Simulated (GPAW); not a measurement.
The system is Fe3Ge.

```
Ge Fe
1.0
     3.66050    0.00000    0.00000
     0.00000    3.66050    0.00000
     0.00000    0.00000    3.66050
Ge Fe
1 3
Direct
  0.00000 0.00000 0.00000
  0.50000 0.00000 0.50000
  0.50000 0.50000 0.00000
  0.00000 0.50000 0.50000
```

The cell comes from a database or a generator and needn't be the stable form of this composition.

```yaml
Program: GPAW 26.7.0
Task: single point
Functional: PBEsol
Potentials_or_basis: PAW data sets generated in the run's folder for this functional
Cutoff: 600 eV
Basis: pw
k_mesh: 7 × 7 × 7
Occupations: fermi-dirac, width 0.05 eV
Spin: collinear spin, ferromagnetic start
Starting_moments: "[0.0, 3.0, 3.0, 3.0] μB"
```

On this cell: pressure -9.9 GPa; largest force zero by symmetry; net moment 6.40 μB per cell; site moments Ge -0.08; Fe +2.16 μB; band gap on the k mesh none (metal or under the smearing width).

The same run follows on a disturbed copy (atoms moved at random, drawn with an rms of 0.05 Å):

```
CELL_PARAMETERS angstrom
3.66050 0.00000 0.00000
0.00000 3.66050 0.00000
0.00000 0.00000 3.66050
ATOMIC_POSITIONS crystal
Ge 0.98235 0.00119 0.00897
Fe 0.50870 0.00878 0.50875
Fe 0.49663 0.51548 0.01153
Fe 0.00413 0.49317 0.50083
```

Problem. What does the disturbed cell give?

Solution. The energy (extrapolated to zero smearing) moves by +11.2 meV/atom; pressure -9.5 GPa; largest force 0.588 eV/Å; net moment 6.38 μB per cell; site moments Ge -0.08; Fe +2.15, +2.16 μB; band gap on the k mesh none (metal or under the smearing width).

Forces in eV/Å, atoms in the order of the input:
```
Ge   0.567  0.079 -0.134
Fe  -0.475 -0.079  0.023
Fe  -0.117 -0.336 -0.145
Fe   0.026  0.336  0.256
```

Stress tensor (GPa, compression positive):
```
-9.36  0.25 -0.06
 0.25 -9.58  0.08
-0.06  0.08 -9.42
```
